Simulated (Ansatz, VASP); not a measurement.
# GaP in VASP and in Ansatz

File INCAR:

```
ALGO     = Normal         # electronic algorithm
EDIFF    = 1E-6           # SCF threshold, eV
ENCUT    = 520            # plane-wave cutoff, eV
GGA      = PS             # functional
ISIF     = 2              # what is computed and relaxed
ISMEAR   = 0              # smearing method
LASPH    = T              # aspherical terms in the spheres
LCHARG   = F              # write CHGCAR
LREAL    = F              # projectors in reciprocal space
LWAVE    = F              # write WAVECAR
NBANDS   = 16             # bands
NELM     = 100            # most SCF steps
PREC     = Accurate       # precision mode
SIGMA    = 0.02           # smearing width, eV
```

The input KPOINTS:

```
k-points
0
Gamma
  8 8 8
```

File POSCAR:

```
GaP
1.0
    0.0000000000      2.7192250972      2.7192250972
    2.7192250972      0.0000000000      2.7192250972
    2.7192250972      2.7192250972      0.0000000000
Ga P
1 1
Direct
    0.0000000000      0.0000000000      0.0000000000
    0.7500000000      0.7500000000      0.7500000000
```

Input for Ansatz:

```yaml
crystal:
  lattice:
    - [0.0, 2.7192251048, 2.7192251048]
    - [2.7192251048, 0.0, 2.7192251048]
    - [2.7192251048, 2.7192251048, 0.0]
  atoms:
    - { symbol: Ga, position: [0.0, 0.0, 0.0] }
    - { symbol: P, position: [0.75, 0.75, 0.75] }
basis:
  ecutwfc: 420
kpoints:
  mp_grid: { grid: [8, 8, 8] }
  band_path: { path: [VBM, CBM], npoints: 2 }
hamiltonian:
  xc: pbesol
scf:
  occupations: { method: gaussian, width: 0.02 }
output:
  forces: true
  stress: true
  eigenvalues: true
```

Alike in both runs: task single point; functional PBEsol; k mesh 8 × 8 × 8; occupations gaussian, width 0.02 eV; no spin polarisation.

|  | VASP | Ansatz |
| --- | --- | --- |
| version | VASP 6.6.1 | Ansatz 0.2.0 |
| potentials or method | VASP PAW PBE potentials, release 64 (Ga_d, P) | scalar-relativistic, plane waves, PAW |
| plane-wave cutoff (eV) | 520 | 420 |
| valence electrons in the cell | 18 | 18 |

VASP gave:

* gap on the k mesh at the Fermi level (eV): 1.50
* least direct gap on the mesh (eV): 1.80
* pressure (GPa): -0.1

Problem. Which values does Ansatz return?

Solution. gap on the k mesh at the Fermi level (eV): 1.50; least direct gap on the mesh (eV): 1.80; pressure (GPa): 0.0.

Caveats: the PAW data sets were made with another functional, which shifts forces and pressure a little (VASP). A k mesh can miss the band edges.
